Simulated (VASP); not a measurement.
CsH: single point with r2SCAN

CsH:

```
Cs H
1.0
     3.81841    0.00000    0.00000
     0.00000    3.81841    0.00000
     0.00000    0.00000    3.81841
Cs H
1 1
Direct
  0.00000 0.00000 0.00000
  0.50000 0.50000 0.50000
```

The cell comes from a database or a generator and needn't be the stable form of this composition.

```json
{
 "Program": "VASP 6.6.1",
 "Task": "single point",
 "Functional": "r2SCAN",
 "Potentials or basis": "VASP PAW PBE potentials, release 64 (Cs_sv, H)",
 "Cutoff": "520 eV",
 "k mesh": "6 × 6 × 6",
 "Occupations": "methfessel-paxton, width 0.1 eV",
 "Spin": "no spin polarisation"
}
```

```json
{
  "Pressure": "0.0 GPa",
  "Band gap on the k mesh": "3.15 eV, direct"
}
```

Levels at points of the mesh, in eV from the valence-band top:
```csv
k point,band 1,band 2,band 3,band 4,band 5,band 6,band 7,band 8,band 9,band 10
"(0.00, 0.00, 0.00)",-22.48,-8.17,-8.17,-8.17,-1.90,3.81,3.81,7.98,9.97,9.97
"(0.50, 0.00, 0.00)",-22.32,-9.70,-8.02,-8.02,-0.25,3.21,4.60,6.60,6.60,10.40
"(0.50, 0.50, 0.00)",-22.17,-9.38,-9.38,-7.88,-1.23,4.99,6.85,7.42,7.42,7.57
"(0.50, 0.50, 0.50)",-22.02,-9.16,-9.16,-9.16,0.00,3.15,3.15,3.15,12.25,12.25
```

Run time: 29 s on 1 thread of Intel(R) Xeon(R) Platinum 8488C (Sapphire Rapids), on a shared host, peak memory 0.16 GiB.

Caveat: the PAW data sets were made with another functional, which shifts forces and pressure a little; spin-orbit coupling is left out, which moves the levels of the heavy elements. A k mesh can miss the band edges.
